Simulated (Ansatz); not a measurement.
## Relaxing In in the diamond type

First guess:

```xyz
2
Lattice="0.0000 3.2195 3.2195 3.2195 0.0000 3.2195 3.2195 3.2195 0.0000" Properties=species:S:1:pos:R:3 pbc="T T T"
In    0.0000    0.0000    0.0000
In    1.6098    1.6098    1.6098
```

Computed with DFT, PBE, PAW with Ansatz's default frozen-core files, scalar-relativistic in Ansatz 0.2.0.

Cell and atoms relax within the symmetry of the start on a 9×9×9 k mesh with 0.05 eV Fermi–Dirac smearing.

The start is built from a prototype, known or not as a phase of this compound; the cutoff is 420 eV.

No spin–orbit coupling, which matters for the heavy atoms here.

**Question.** What is the pressure of the first guess?

**Answer.** 4.15 GPa.

**Question.** What does it relax to?

**Answer.** a = 6.730 Å, b = 6.730 Å, c = 6.730 Å, α = 90.00°, β = 90.00°, γ = 90.00° (conventional cell), 38.09 Å³ per atom:
Space group Fd-3m:1 (No. 227). a = 6.730 Å, b = 6.730 Å, c = 6.730 Å, α = 90.00°, β = 90.00°, γ = 90.00°
```json
{"atom": "In", "site": "8b", "symmetry": "-43m", "x": "0.0000", "y": "0.0000", "z": "0.5000"}
```

**Question.** How much energy does the relaxation release?

**Answer.** 53 meV/atom.
